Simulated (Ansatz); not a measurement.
# TaSi2 (P6_222) in Ansatz: relaxation of cell and atoms with PBEsol

Aim: the relaxation of cell and atoms of TaSi2 with PBEsol.

Everything below comes from runs of Ansatz 0.2.0. Logs are shortened: lines on timing, memory, paths and dates and some standing lists are left out, and cuts for length are marked.

## 1. Starting point

Symmetry: P6_222, No. 180, hexagonal system. The conventional cell has a = 4.780 Å, b = 4.780 Å, c = 6.564 Å, α = 90.00°, β = 90.00°, γ = 120.00°. Ta (site symmetry 222) has 10 Si at 2.59 to 2.76 Å as nearest neighbours. Around Si (site symmetry 2) lie 5 Si at 2.59 to 2.76 Å and 5 Ta at 2.59 to 2.76 Å.

## 2. Relaxation of cell and atoms, PBEsol

Contents of input.yaml:

```yaml
crystal:
  lattice:
    - [4.78, 0.0, 0.0]
    - [-2.39, 4.1396014301, 0.0]
    - [0.0, 0.0, 6.564]
  atoms:
    - { symbol: Ta, position: [0.0, 0.5, 0.1666666667] }
    - { symbol: Ta, position: [0.5, 0.5, 0.8333333333] }
    - { symbol: Ta, position: [0.5, 0.0, 0.5] }
    - { symbol: Si, position: [0.3333, 0.16665, 0.1666666667] }
    - { symbol: Si, position: [0.16665, 0.83335, 0.8333333333] }
    - { symbol: Si, position: [0.83335, 0.6667, 0.5] }
    - { symbol: Si, position: [0.6667, 0.83335, 0.1666666667] }
    - { symbol: Si, position: [0.83335, 0.16665, 0.8333333333] }
    - { symbol: Si, position: [0.16665, 0.3333, 0.5] }
hamiltonian:
  xc: pbesol
  pseudopotentials: { kind: paw }
kpoints:
  mp_grid: { grid: [7, 7, 4] }
scf:
  occupations: { method: fermi_dirac, width: 0.05 }
output:
  forces: true
  stress: true
  eigenvalues: true
  write_density: true
  write_potential: true
  elf: true
  volumetric_format: npy
relax:
  f_tol: 0.01
  max_steps: 40
  cell: { stress_tol: 0.05 }
```

Potentials or basis: Ansatz PAW.

The run is started by

```console
> ansatz run input.yaml --threads 4 --pin off --max-ram 11264MiB --backend cpu --events-out ev --progress --plain --runs-dir out
```

Output:

```text
Warning: RAYON_NUM_THREADS=4 ignored (pool sized by the plan → 4); use --threads N
Engine: ansatz 0.2.0, x86_64-unknown-linux-gnu
Pseudopotentials: kind: paw
Pseudopotential: Ta, paw, valence charge 13, recommended cutoff 420 eV (normal), Ta.paw.azcp
Pseudopotential: Si, paw, valence charge 4, recommended cutoff 420 eV (normal), Si.paw.azcp
Functional definition: PBEsol
  exchange = pbesol_x
  correlation = pbesol_c
Crystal: 9 atoms, lattice volume = 129.884 Å³
Basis set: ecut = 420 eV, 2523 PW (Γ), exchange–correlation on 64×64×90 points (8 copies of the dense FFT grid, shifted against one another)
Bands: 41, of which v1, the nominal top of the filled ones, is band 32 counted from 1 (31 counted from 0)
Symmetry: 12 space group operations
Space group: P6222 (ITA 180), of the structure as read, at distance tolerance 5.1e-5 Å
k-points: 24 of 196 (time reversal used)
Non-local potential: Ta, projectors of the file, l = 0: 3, l = 1: 2, l = 2: 2, l = 3: 1
Non-local potential: Si, projectors of the file, l = 0: 2, l = 1: 2, l = 2: 2
PAW form: soft (Blöchl's): semilocal exchange-correlation on the pseudo side does not see the compensation charge
PAW frozen core: Ta, regenerated for the run's functional, and the local potential with it (the file was generated under x = pbe(κ = 0.804, μ = 0.2195149727645171), c = pbe(β = 0.06672455060314922))
PAW frozen core: Si, regenerated for the run's functional, and the local potential with it (the file was generated under x = pbe(κ = 0.804, μ = 0.2195149727645171), c = pbe(β = 0.06672455060314922))
PAW one-centre angular grid: Ta, 590 points (default); XC on 64 Gauss nodes
PAW one-centre angular grid: Si, 110 points (default); XC on 64 Gauss nodes
Initial density: superposition of atomic densities (neutral atoms: chi_scale 0, normalization atom), corrected by the library's trained network
Initial wavefunctions: pseudopotential atomic-orbital guess
Functional: x = pbesol(κ = 0.804, μ = 0.12345679012345678), c = pbesol(β = 0.046)
SCF iter   1: F=—  HF=-33153.584947 eV  |F-HF|=—  |Δ(HF+E_count)|=         —  Δρ=5.15e-3  dr2=4.41e-2  ethr=1.77e-3  ⟨swp⟩=6.9  Hψ=4566  notcnv=0  defer=10
preconditioner: auto → Kerker (q_TF=auto, 2.418 Å⁻¹)  [metal: Δε(μ)=0.045 eV  Ē_g=7.334 eV  σ=0.050 eV  W_gap=0.22  n_scr=22 (ndim 8)  ℏωp=20.3 eV  f_vac=0.000  D(μ)=4.21/eV (n_scr^D=22)]
SCF iter   2: F=—  HF=-33153.577762 eV  |F-HF|=—  |Δ(HF+E_count)|=   7.18e-3  Δρ=2.59e-3  dr2=7.48e-3  ethr=7.01e-5  ⟨swp⟩=2.2  Hψ=1321  notcnv=0  defer=24
SCF iter   3: F=—  HF=-33153.576762 eV  |F-HF|=—  |Δ(HF+E_count)|=   1.00e-3  Δρ=6.40e-4  dr2=4.52e-4  ethr=1.19e-5  ⟨swp⟩=2.2  Hψ=1219  notcnv=0  defer=24
SCF iter   4: F=—  HF=-33153.576710 eV  |F-HF|=—  |Δ(HF+E_count)|=   5.16e-5  Δρ=8.69e-5  dr2=1.01e-5  ethr=7.18e-7  ⟨swp⟩=2.0  Hψ=1321  notcnv=0  defer=24
SCF iter   5: F=—  HF=-33153.576595 eV  |F-HF|=—  |Δ(HF+E_count)|=   1.16e-4  Δρ=1.08e-5  dr2=1.93e-7  ethr=1.61e-8  ⟨swp⟩=2.0  Hψ=1401  notcnv=0  defer=24
SCF iter   6: F=-33153.576595 eV  HF=-33153.576595 eV  |F-HF|=1.88e-9  |Δ(HF+E_count)|=   3.50e-8  Δρ=1.92e-6  dr2=4.48e-9  ethr=1.59e-10  ⟨swp⟩=14.9  Hψ=6938  notcnv=0
SCF 1 converged in 6 iterations: F = -33153.576595 eV  dr2 = 4.48e-9
relax step   1: F+E_penalty+E_count = -33153.57659462 eV  Δ(F+E_penalty+E_count) = +0.000e0 eV  max|allowed force component| = 7.453e-1 eV/Å  Δτ_max = 0.0000 Å  P = -1.272 GPa  Ω = 129.884 Å³  (6 SCF iters, dr2 threshold 1.00e-7 eV, accepted)
Crystal: 9 atoms, lattice volume = 128.086 Å³
Basis set: ecut = 420 eV, 2525 PW (Γ), exchange–correlation on 64×64×90 points (8 copies of the dense FFT grid, shifted against one another)
Initial density: handed on by an earlier stage of this run
Initial wavefunctions: those handed on with the density
iter 1 solved again at ethr=6.19e-5 eV; its pass at ethr=3.10e-3 eV (dr2=3.90e-2 eV) is discarded
SCF iter   1: F=—  HF=-33153.721946 eV  |F-HF|=—  |Δ(HF+E_count)|=         —  Δρ=4.47e-3  dr2=4.29e-2  ethr=6.19e-5  ⟨swp⟩=2.1  Hψ=4872  notcnv=0
preconditioner: auto → Kerker (q_TF=auto, 2.424 Å⁻¹)  [metal: Δε(μ)=0.037 eV  Ē_g=7.442 eV  σ=0.050 eV  W_gap=0.18  n_scr=22 (ndim 8)  ℏωp=20.5 eV  f_vac=0.000  D(μ)=3.08/eV (n_scr^D=22)]
SCF iter   2: F=—  HF=-33153.713568 eV  |F-HF|=—  |Δ(HF+E_count)|=   8.38e-3  Δρ=2.70e-3  dr2=1.61e-2  ethr=6.19e-5  ⟨swp⟩=1.0  Hψ=984  notcnv=0
SCF iter   3: F=—  HF=-33153.708389 eV  |F-HF|=—  |Δ(HF+E_count)|=   5.18e-3  Δρ=2.47e-4  dr2=9.64e-5  ethr=2.56e-5  ⟨swp⟩=2.0  Hψ=1383  notcnv=0
SCF iter   4: F=—  HF=-33153.708294 eV  |F-HF|=—  |Δ(HF+E_count)|=   9.44e-5  Δρ=9.08e-5  dr2=8.66e-6  ethr=1.53e-7  ⟨swp⟩=2.0  Hψ=1454  notcnv=0
SCF iter   5: F=-33153.708292 eV  HF=-33153.708293 eV  |F-HF|=4.60e-8  |Δ(HF+E_count)|=   1.79e-6  Δρ=1.11e-5  dr2=1.40e-7  ethr=1.43e-9  ⟨swp⟩=12.9  Hψ=7625  notcnv=0
SCF 2 converged in 5 iterations: F = -33153.708292 eV  dr2 = 1.40e-7
[... 23 lines left out ...]
preconditioner: auto → Kerker (q_TF=auto, 2.422 Å⁻¹)  [metal: Δε(μ)=0.027 eV  Ē_g=7.415 eV  σ=0.050 eV  W_gap=0.13  n_scr=22 (ndim 8)  ℏωp=20.4 eV  f_vac=0.000  D(μ)=3.18/eV (n_scr^D=22)]
SCF iter   2: F=—  HF=-33153.722494 eV  |F-HF|=—  |Δ(HF+E_count)|=   8.05e-5  Δρ=2.21e-5  dr2=6.49e-7  ethr=3.40e-9  ⟨swp⟩=2.3  Hψ=1458  notcnv=0
SCF iter   3: F=-33153.722493 eV  HF=-33153.722493 eV  |F-HF|=6.00e-9  |Δ(HF+E_count)|=   2.04e-7  Δρ=3.33e-6  dr2=1.38e-8  ethr=1.11e-10  ⟨swp⟩=7.4  Hψ=6548  notcnv=0
SCF 5 converged in 3 iterations: F = -33153.722493 eV  dr2 = 1.38e-8
relax step   5: F+E_penalty+E_count = -33153.72249335 eV  Δ(F+E_penalty+E_count) = -5.020e-5 eV  max|allowed force component| = 2.431e-5 eV/Å  Δτ_max = 0.0002 Å  P = -0.000 GPa  Ω = 128.633 Å³  energy of the carried Pulay correction = +3.841e-4 eV  (3 SCF iters, dr2 threshold 6.97e-8 eV, accepted)
Initial wavefunctions: pseudopotential atomic-orbital guess (no wavefunctions were taken with the density)
iter 1 solved again at ethr=2.71e-7 eV; its pass at ethr=3.10e-3 eV (dr2=1.71e-4 eV) is discarded
SCF iter   1: F=—  HF=-33153.722216 eV  |F-HF|=—  |Δ(HF+E_count)|=         —  Δρ=1.26e-5  dr2=3.77e-8  ethr=2.71e-7  ⟨swp⟩=3.0  Hψ=6997  notcnv=0
eigensolver tolerance schedule: the retry pair's looser diagonalisation over-reported the residual by 4527.11 of it (diagonalisation noise at 0.66 of the residual, at the tolerance the schedule requests for it); recorded, not acted on — ethr = c·dr2/N_el stays at c = 1.0e-1
preconditioner: auto → Kerker (q_TF=auto, 2.422 Å⁻¹)  [metal: Δε(μ)=0.027 eV  Ē_g=7.416 eV  σ=0.050 eV  W_gap=0.13  n_scr=22 (ndim 8)  ℏωp=20.4 eV  f_vac=0.000  D(μ)=3.18/eV (n_scr^D=22)]
SCF iter   2: F=—  HF=-33153.722144 eV  |F-HF|=—  |Δ(HF+E_count)|=   7.18e-5  Δρ=6.57e-6  dr2=1.03e-8  ethr=5.99e-11  ⟨swp⟩=3.0  Hψ=2112  notcnv=0
SCF iter   3: F=—  HF=-33153.722144 eV  |F-HF|=—  |Δ(HF+E_count)|=   5.57e-9  Δρ=8.24e-7  dr2=5.73e-10  ethr=1.64e-11  ⟨swp⟩=2.0  Hψ=1585  notcnv=0
SCF iter   4: F=—  HF=-33153.722144 eV  |F-HF|=—  |Δ(HF+E_count)|=  5.09e-11  Δρ=3.47e-7  dr2=9.84e-11  ethr=1.00e-12  ⟨swp⟩=8.0  Hψ=4846  notcnv=0
SCF iter   5: F=-33153.722144 eV  HF=-33153.722144 eV  |F-HF|=0.00e0  |Δ(HF+E_count)|=    0.00e0  Δρ=3.41e-8  dr2=1.56e-12  ethr=1.00e-12  ⟨swp⟩=6.0  Hψ=4131  notcnv=0
SCF 6 converged in 5 iterations: F = -33153.722144 eV  dr2 = 1.56e-12
relax step   6: F+E_penalty+E_count = -33153.72214376 eV  Δ(F+E_penalty+E_count) = +3.496e-4 eV  max|allowed force component| = 1.257e-5 eV/Å  Δτ_max = 0.0000 Å  P = -0.007 GPa  Ω = 128.633 Å³  stress off target by 1.08e-2 GPa  SCF on the basis re-selected at this cell (its energy is not comparable with the rows above)  (5 SCF iters)
basis re-selected at this cell: Δ(F+E_penalty+E_count) = +3.496e-4 eV, ΔP = -0.006 GPa vs the last step (what re-selecting the basis moved, of the pressure what is left beyond the Pulay correction that the steps carried, after the strain that the cell walked since its last selection, with what the two solves' SCF thresholds leave and, on support functions, any second-order correction that the steps lacked; it is no measure of the basis error at this ecutwfc). This SCF's stress stands 1.08e-2 GPa from its target on what of the cell is left free (relax.cell.stress_tol is 5.00e-2 GPa) and its largest allowed force component is 1.26e-5 eV/Å (relax.f_tol is 1.00e-2 eV/Å): within both
SCF converged after 5 iterations
Free energy (F): -33153.722144 eV
Harris-Foulkes:  -33153.722144 eV  (|F-HF|=0.00e0)
Internal energy: -33153.695906 eV  (E = F + TS)
E sigma→0 (E₀):  -33153.709025 eV
Entropy (-TS):   -0.026237 eV (-2.915 meV/atom)
Fermi energy:    15.287163 eV
--- Per-component energies (eV) ---
  E_band       = -248.533545
  E_kinetic    = 1365.336144
  E_local      = -2326.197771  (includes V_loc(G=0)·N_el)
  E_nonlocal   = 205.475822
  E_hartree    = 890.316285
  E_xc         = -992.793476
  E_vxc        = -910.448535  (∫ρ·V_xc dr)
  E_paw        = -27812.675901  (= ΣΔE_a)
  E_vpaw       = -363.332209  (= ΣTr[D̂ρ^β])
  E_aug_tail   = 0.000461  (compensation charges beyond the density's cutoff)
  E_ewald      = -4483.987774
  E_core_change = 0.830303  (= ΣΔE_core)
  E_smearing   = -0.026237  (= −TS)
  E_closure    = 0.000000  (closes the sum)
  Σ components = -33153.722144   (vs F -33153.722144, Δ=0.00e0)
--- Forces (eV/Å), atoms counted from 1 ---
  atom   1  Ta     0.00000000     0.00000000    -0.00000000
  atom   2  Ta     0.00000000     0.00000000    -0.00000000
  atom   3  Ta    -0.00000000    -0.00000000     0.00000000
  atom   4  Si    -0.00001088    -0.00000628    -0.00000000
  atom   5  Si    -0.00001088     0.00000628     0.00000000
  atom   6  Si     0.00000000     0.00001257     0.00000000
  atom   7  Si     0.00001088     0.00000628    -0.00000000
  atom   8  Si     0.00001088    -0.00000628     0.00000000
  atom   9  Si    -0.00000000    -0.00001257     0.00000000
  max |Σ_I F_I| component: 6.87e-17 eV/Å
--- Stress (GPa, compression-positive) ---
       -0.004392      -0.000000       0.000000
       -0.000000      -0.004392      -0.000000
        0.000000      -0.000000      -0.010803
  P = ⅓ Tr σ = -0.0065 GPa (-0.065 kbar)
--- Band table (eV; the first three rows and the last of 24) ---
  k-point 0: bands = ["-52.2573", "-52.2410", "-52.2410", "-18.9665", "-18.9665", "-18.9612", "-18.8942", "-18.8942", "-18.7947", "-18.7918", "-18.7829", "-18.7829", "1.8466", "5.1733", "5.1733", "8.6883", "9.3968", "9.3968", "9.4029", "9.4029", "10.5060", "11.3798", "11.3798", "11.7609", "12.7315", "12.7315", "12.7821", "12.7821", "12.9101", "13.0716", "13.0716", "13.8098", "15.9825", "18.3218", "18.3218", "18.7901", "18.9056", "18.9087", "19.2451", "19.2451", "19.3785"]
  k-point 1: bands = ["-52.2558", "-52.2464", "-52.2371", "-19.0039", "-18.9504", "-18.9126", "-18.9003", "-18.8984", "-18.8113", "-18.8048", "-18.7961", "-18.7573", "2.0923", "3.8817", "6.4471", "8.8932", "9.0245", "9.3378", "9.7624", "9.8883", "10.3144", "10.4537", "10.8025", "11.1608", "12.5414", "12.8329", "12.9973", "13.0249", "13.1608", "13.2581", "13.7183", "14.2669", "16.6976", "17.5892", "18.1162", "18.6561", "18.7814", "18.8294", "19.1685", "19.2567", "19.4207"]
  k-point 2: bands = ["-52.2518", "-52.2518", "-52.2357", "-19.0171", "-18.9234", "-18.9234", "-18.9033", "-18.8554", "-18.8554", "-18.8050", "-18.8050", "-18.7470", "2.8006", "2.8006", "7.2321", "8.8855", "8.9177", "9.3868", "9.3868", "10.2693", "10.2693", "10.3479", "10.3479", "11.0558", "12.4800", "12.6080", "12.6080", "13.0015", "13.3343", "13.5231", "13.5231", "16.3862", "16.3862", "17.9777", "17.9777", "18.7314", "18.7967", "18.7967", "18.8626", "18.9341", "19.2290"]
  k-point 23: bands = ["-52.2517", "-52.2452", "-52.2423", "-19.0087", "-18.9821", "-18.9810", "-18.8820", "-18.8611", "-18.8203", "-18.7840", "-18.7829", "-18.7612", "4.6229", "4.6550", "5.4736", "6.2810", "6.4302", "7.5144", "9.8924", "10.0072", "10.7533", "11.0165", "12.3847", "12.4558", "12.6368", "12.7133", "12.7418", "12.8689", "14.1680", "14.7500", "14.8110", "15.3095", "16.3635", "16.9637", "17.0829", "17.5967", "17.6122", "18.2653", "18.6587", "18.7841", "19.0883"]
--- Relaxed structure (5 steps of the walk, 5 accepted, 1 SCFs on fresh bases) ---
  F+E_penalty+E_count = -33153.72214376 eV   max|allowed force component| = 1.257e-5 eV/Å   (the final SCF, on the basis selected at the relaxed cell)
  cell:  # Å, volume = 128.6335 Å³
    - [4.756556644495627, -2.181379843664851e-33, -1.2118776909249171e-33]
    - [-2.3782783222478137, 4.119298888672881, -3.634345734679217e-19]
    - [-2.246638696725647e-33, -5.7628363032737825e-19, 6.5650487169378104]
  atoms:
    - { symbol: Ta, position: [1.1658206204135629e-20, 0.5, 0.16666666666666669] }
    - { symbol: Ta, position: [0.5, 0.5, 0.8333333333333336] }
    - { symbol: Ta, position: [0.5, -3.7322146150588706e-19, 0.5] }
    - { symbol: Si, position: [0.319177527504525, 0.1595887637522625, 0.16666666666666669] }
    - { symbol: Si, position: [0.1595887637522625, 0.8404112362477376, 0.8333333333333336] }
    - { symbol: Si, position: [0.8404112362477375, 0.680822472495475, 0.5] }
    - { symbol: Si, position: [0.680822472495475, 0.8404112362477376, 0.16666666666666669] }
    - { symbol: Si, position: [0.8404112362477376, 0.1595887637522625, 0.8333333333333336] }
    - { symbol: Si, position: [0.1595887637522625, 0.319177527504525, 0.5] }
```

Wall time 7.4 s (4 threads of AMD EPYC 9R45 (Zen 5), shared host); peak memory 0.55 GiB.

Results:

| Property | Result |
| --- | --- |
| Free energy | -33153.7221 eV |
| Relaxed volume | 14.29 Å³/atom |
| Relaxed cell | a = 4.757 Å, b = 4.757 Å, c = 6.565 Å, α = 90.00°, β = 90.00°, γ = 120.00° |
| Space group after relaxing (to 0.05 Å) | P6_222 (No. 180) |
| Energy gained by relaxing | 16.2 meV/atom |
| Ionic steps | 6 |
| Pressure after relaxing | 0.0 GPa |
| Band gap on the k mesh | none (metal or under the smearing width) |

Step by step:
| step | energy change (eV) | largest force (eV/Å) | volume (Å³) |
| --- | --- | --- | --- |
| 1 | 0.0000 | 0.7453 | 129.88 |
| 2 | -0.1317 | 0.1768 | 128.09 |
| 3 | -0.1446 | 0.0031 | 128.97 |
| 4 | -0.1458 | 0.0017 | 128.70 |
| 5 | -0.1459 | 0.0000 | 128.63 |
| 6 | -0.1455 | 0.0000 | 128.63 |

Final structure:
```cif
data_structure
_symmetry_space_group_name_H-M 'P 1'
_symmetry_Int_Tables_number 1
_cell_length_a 4.7566
_cell_length_b 4.7566
_cell_length_c 6.5650
_cell_angle_alpha 90.000
_cell_angle_beta 90.000
_cell_angle_gamma 120.000
_cell_volume 128.63
loop_
_atom_site_label
_atom_site_type_symbol
_atom_site_fract_x
_atom_site_fract_y
_atom_site_fract_z
_atom_site_occupancy
Ta1 Ta 0.00000 0.50000 0.16667 1
Ta2 Ta 0.50000 0.50000 0.83333 1
Ta3 Ta 0.50000 0.00000 0.50000 1
Si1 Si 0.31918 0.15959 0.16667 1
Si2 Si 0.15959 0.84041 0.83333 1
Si3 Si 0.84041 0.68082 0.50000 1
Si4 Si 0.68082 0.84041 0.16667 1
Si5 Si 0.84041 0.15959 0.83333 1
Si6 Si 0.15959 0.31918 0.50000 1
```

Levels at points of the mesh, in eV from the Fermi level:
| k point | band 28 | band 29 | band 30 | band 31 | band 32 | band 33 | band 34 | band 35 | band 36 | band 37 |
| --- | --- | --- | --- | --- | --- | --- | --- | --- | --- | --- |
| (0.00, 0.00, 0.00) | -2.51 | -2.38 | -2.22 | -2.22 | -1.48 | 0.70 | 3.03 | 3.03 | 3.50 | 3.62 |
| (0.00, 0.00, -0.50) | -2.29 | -1.95 | -1.76 | -1.76 | 1.10 | 1.10 | 2.69 | 2.69 | 3.44 | 3.51 |

Caveat: the plane-wave basis is chosen anew once the cell has moved, so the energies of steps on either side of that aren't comparable; the PAW data sets come from PBE, with cores solved anew for the run's functional, which leaves a small shift of forces and pressure. Spin-orbit coupling is left out, which matters for the levels of Ta.
